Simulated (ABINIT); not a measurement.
The system is TiCo.

```
Co Ti
1.0
     2.98611    0.00000    0.00000
     0.00000    2.98611    0.00000
     0.00000    0.00000    2.98611
Co Ti
1 1
Direct
  0.50000 0.50000 0.50000
  0.00000 0.00000 0.00000
```

The cell comes from a database or a generator and needn't be the stable form of this composition.

Base run:

```yaml
Program: ABINIT 10.8.3 (patched build)
Functional: revPBE
Potentials_or_basis: JTH PAW PBE v2.0
Cutoff: 707 eV
k_mesh: 9 × 9 × 9
Occupations: fermi-dirac, width 0.05 eV
Spin: collinear spin, ferromagnetic start
Starting_moments: "[2.0, 1.0] μB"
```

Its results: band gap on the k mesh none (metal or under the smearing width); pressure 2.9 GPa; net moment 0.83 μB per cell; site moments Co +0.96; Ti -0.04 μB.

Task: After a change of settings the same cell gave: band gap on the k mesh none (metal or under the smearing width); pressure 4.1 GPa; net moment 0.84 μB per cell; site moments Co +0.97; Ti -0.05 μB. Which change was it?
A. functional from revPBE to WC
B. functional from revPBE to PBE; k mesh from 9 × 9 × 9 to 5 × 5 × 5
C. functional from revPBE to RPBE
D. functional from revPBE to PBE

Result: C.

Caveats: small starting moments can end in a higher magnetic state in this program; the PAW data sets were made with another functional, which shifts forces and pressure a little.

Not every run made on this cell is shown here.
